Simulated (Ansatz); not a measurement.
Here is an Ansatz 0.2.0 calculation.

input.yaml

```yaml
crystal:
  lattice:
    - [2.8496403282, 0.0, 0.0]
    - [0.0, 2.8496403282, 0.0]
    - [0.0, 0.0, 25.075]
  atoms:
    - { symbol: Mo, position: [0.5, 0.5, 0.2991026919] }
    - { symbol: Mo, position: [0.0, 0.0, 0.3794616152] }
    - { symbol: Mo, position: [0.5, 0.5, 0.4598205384] }
    - { symbol: Mo, position: [0.0, 0.0, 0.5401794616] }
    - { symbol: Mo, position: [0.5, 0.5, 0.6205383848] }
    - { symbol: Mo, position: [0.0, 0.0, 0.7008973081] }
hamiltonian:
  xc: pbe
  pseudopotentials: { kind: nc, accuracy: stringent }
kpoints:
  mp_grid: { grid: [9, 9, 1] }
scf:
  occupations: { method: fermi_dirac, width: 0.05 }
output:
  forces: true
  eigenvalues: true
relax:
  f_tol: 0.02
  max_steps: 40
  constraints: [{ sites: [0, 1, 2] }]
efield:
  axis: 3
  dipole_correction: true
  ramp_width: 0.04
```

Potentials or basis: PseudoDojo stringent (PBE files).

Run with:

```sh
$ ansatz run input.yaml --threads 4 --pin off --max-ram 11264MiB --backend cpu --events-out ev --progress --plain --runs-dir out
```

(1) Estimate the work function of the lower face.

(2) What does it give for the energy gained by relaxing?

## Answers

(1) 4.34 eV.

(2) 7.7 meV/atom.
